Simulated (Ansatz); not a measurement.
**HfO2: compression at zero temperature**

The task here is to estimate one member of a computed series from the others.

Program: Ansatz 0.2.0. Level of theory: DFT r2SCAN, scalar-relativistic, plane waves, PAW. These are calculated values, not measurements.

2 further runs of the same task are left out: 2 set aside as unsound or not needed.

## The starting structure

The structure is tetragonal, space group P4_2/mnm (No. 136). Conventional cell: a = 4.838 Å, b = 4.838 Å, c = 3.220 Å, α = 90.00°, β = 90.00°, γ = 90.00°. Around Hf (site symmetry mmm) lie 6 O at 2.09 Å. Around O (site symmetry m2m) lie 3 Hf at 2.09 Å.

Coordinates:

```cif
data_structure
_symmetry_space_group_name_H-M 'P4_2/mnm'
_symmetry_Int_Tables_number 136
_cell_length_a 4.8382
_cell_length_b 4.8382
_cell_length_c 3.2203
_cell_angle_alpha 90.000
_cell_angle_beta 90.000
_cell_angle_gamma 90.000
_cell_volume 75.38
loop_
_atom_site_label
_atom_site_type_symbol
_atom_site_symmetry_multiplicity
_atom_site_Wyckoff_symbol
_atom_site_fract_x
_atom_site_fract_y
_atom_site_fract_z
_atom_site_occupancy
Hf1 Hf 2 a 0.00000 0.00000 0.00000 1
O1 O 4 f 0.19492 0.80508 0.50000 1
```

It goes back to an entry of the Materials Project, which need not be the stable form.

This cell was relaxed beforehand with the same method: volume 12.56 Å³/atom, gap on the mesh 4.53 eV.

Set-up of the first run:

File input.yaml:

```yaml
crystal:
  lattice:
    - [4.8539810982, 0.0, 0.0]
    - [0.0, 4.8539810982, 0.0]
    - [0.0, 0.0, 3.2308495244]
  atoms:
    - { symbol: Hf, position: [0.0, 0.0, 0.0] }
    - { symbol: Hf, position: [0.5, 0.5, 0.5] }
    - { symbol: O, position: [0.194919183, 0.805080817, 0.5] }
    - { symbol: O, position: [0.305080817, 0.305080817, 0.0] }
    - { symbol: O, position: [0.694919183, 0.694919183, 0.0] }
    - { symbol: O, position: [0.805080817, 0.194919183, 0.5] }
basis:
  ecutwfc: 500
kpoints:
  mp_grid: { grid: [6, 6, 8] }
hamiltonian:
  xc: r2scan
scf:
  occupations: { method: gaussian, width: 0.02 }
output:
  forces: true
  stress: true
  eigenvalues: true
relax:
  adjacent_minimum: "off"
  f_tol: 0.008
  max_steps: 50
  cell: { stress_tol: 0.08, p_target: -1.0 }
```

On the command line:

```sh
ansatz run input.yaml --threads 1 --pin off --max-ram 2560MiB --backend cpu --events-out ev --progress --plain --runs-dir out
```

Steps of the session up to this table: -1 GPa; Band edges over the zone at -1 GPa; Relaxing at 1 GPa; Band edges over the zone at 1 GPa; 4 GPa; Band edges over the zone at 4 GPa; Relaxing at 12 GPa; Seeking the band edges at 12 GPa; Target pressure 25 GPa; Seeking the band edges at 25 GPa; Relaxing at 50 GPa; Seeking the band edges at 50 GPa; Relaxing at 90 GPa; The gap over the whole zone at 90 GPa.

One table of the session follows, with a row left open; its other results are not shown here.

It belongs to the step «Volume, cell and gap against pressure». Lengths are those of the vectors of the cell that was run:

| P (GPa) | V (Å³/atom) | a (Å) | b (Å) | c (Å) | ΔH (eV/atom) |
| --- | --- | --- | --- | --- | --- |
| -1 | 12.62 | 4.846 | 4.846 | 3.224 | -0.079 |
| 0 | 12.56 | 4.838 | 4.838 | 3.220 | 0.000 |
| 1 | 12.51 | 4.831 | 4.831 | 3.216 | 0.078 |
| 4 | 12.35 | 4.806 | 4.806 | 3.209 | 0.311 |
| 12 | 11.97 | 4.747 | 4.747 | 3.188 | 0.918 |
| 25 | ? | ? | ? | ? | ? |
| 50 | 10.71 | 4.542 | 4.542 | 3.116 | 3.595 |
| 90 | 9.86 | 4.387 | 4.387 | 3.072 | 6.156 |

Estimate the missing values for P (GPa) = 25.

Worked estimate for «V (Å³/atom)». A straight line through the neighbours (12, 11.97) and (50, 10.71) gives 11.97 + (10.71 − 11.97) × (25 − 12) / (50 − 12) = 11.54; a parabola fitted to 4 rows on both sides gives 11.50.

As computed: V (Å³/atom): 11.46; a (Å): 4.666; b (Å): 4.666; c (Å): 3.158; ΔH (eV/atom): 1.868. In «V (Å³/atom)» the line misses by +0.08 and the parabola by +0.04.

ΔH is E + PV over the energy at zero pressure; a, b and c are the vectors of the computed cell.

Caveats from the session: Other structures may take over in this range; these runs cannot find them.
